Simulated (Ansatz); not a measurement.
# Li: a line through a two-coordinate scan

Aim: follow the energy of Li (Fm-3m, No. 225; 2 atoms in the cell) along one coordinate, amplitude of mode 4 (255 cm⁻¹), with the other held at equal normal strain along x, y and z = 1.67 %.

Program: Ansatz 0.2.0. Level of theory: DFT PBE+D3(BJ), scalar-relativistic, plane waves, PAW. These are calculated values, not measurements.

9 further runs of the same task are left out: 9 set aside as unsound or not needed.

**1. The starting structure**

It takes space group Fm-3m (No. 225, cubic). Conventional cell: a = 4.177 Å, b = 4.177 Å, c = 4.177 Å, α = 90.00°, β = 90.00°, γ = 90.00°. Li (site symmetry m-3m) is surrounded by 12 Li at 2.95 Å.

As a file:

```
CELL_PARAMETERS angstrom
0.00000 2.08861 2.08861
2.08861 0.00000 2.08861
2.08861 2.08861 0.00000
ATOMIC_POSITIONS crystal
Li 0.00000 0.00000 0.00000
```

This cell was relaxed beforehand with the same method: volume 18.22 Å³/atom, gap on the mesh none (metal).

**2. What is varied**

The energy is mapped over a normal mode and a strain (zone-centre modes of the cell shown, which folds in the wave vector (0, 1/2, 1/2) of the primitive cell) (x along [1 0 0], y along [0 1 0], z along [0 0 1] of the conventional cell).

First coordinate, amplitude of mode 4 (255 cm⁻¹), largest displacement in the unstrained cell: 11 values from −0.425 Å. Second coordinate, equal normal strain along x, y and z: 7 values from −2.50 %.

Nothing else is relaxed (the pattern is fixed in fractional coordinates). Energies count from the relaxed high-symmetry cell. Points are written as (first, second).

The modes come from a phonon run on the reference cell, made beforehand.

Displacement patterns for an amplitude of 1 (Å):

| atom | x1 | y1 | z1 |
| --- | --- | --- | --- |
| Li1 | 0.000 | 1.000 | 0.000 |
| Li2 | 0.000 | -1.000 | 0.000 |

**3. Grid point (−0.425 Å, 1.67 %)**

File input.yaml:

```yaml
crystal:
  lattice:
    - [0.0, -2.1234879358, -2.1234879358]
    - [0.0, 2.1234879358, -2.1234879358]
    - [4.2469758716, 0.0, 0.0]
  atoms:
    - { symbol: Li, position: [0.6017423958, 0.3982576042, 0.5] }
    - { symbol: Li, position: [-0.1017423958, 0.1017423958, 0.0] }
basis:
  ecutwfc: 520.0
kpoints:
  mp_grid: { grid: [16, 16, 12] }
hamiltonian:
  xc: pbe
  dispersion: d3bj
scf:
  occupations: { method: gaussian, width: 0.15 }
output:
  forces: true
  stress: true
  eigenvalues: true
```

Launch:

```
> ansatz run input.yaml --threads 1 --pin off --max-ram 2048MiB --backend cpu --events-out ev --progress --plain --runs-dir out
```

Further runs follow: the other points of the line.

Before running it: what results should come out? Wanted: for each run, amplitude of mode 4; energy; slope; pressure; largest force on an atom.

The runs gave:

```
amplitude of mode 4 (255 cm⁻¹), largest displacement in the unstrained cell (Å)  step  energy (meV)  slope (meV per Å)  pressure (GPa)  largest force on an atom (eV/Å)
                                                                         −0.425     3           283              −1228           −0.26                             0.60
                                                                         −0.340     4           186              −1032           −0.39                             0.51
                                                                         −0.255     5           108               −803           −0.50                             0.40
                                                                         −0.170     –            51               −547           −0.60                             0.27
                                                                         −0.085     6            16               −276           −0.67                             0.14
                                                                          0.000     7           4.0                  0           −0.69                             0.00
                                                                          0.085     –            16                276           −0.67                             0.14
                                                                          0.170     –            51                547           −0.60                             0.27
                                                                          0.255     –           108                803           −0.50                             0.40
                                                                          0.340     –           186               1032           −0.39                             0.51
                                                                          0.425     –           283               1228           −0.26                             0.60
```

Energies count from the relaxed high-symmetry cell. Rows without a step come from runs not printed here or follow by symmetry. Slopes come from the forces (and the stress, where the cell changes), not from differences of energies.

**Reading.** Along the line the energy is lowest at 0.000 Å, 4.0 meV from the zero. A fit to energies and slopes at the lowest point and its two neighbours puts the minimum at 0.0000 Å, with a curvature of about 3300 meV per Å². The highest point computed, at −0.425 Å, lies 279 meV above the lowest. This is one cut through a surface in two coordinates; the map's lowest point lies off it.
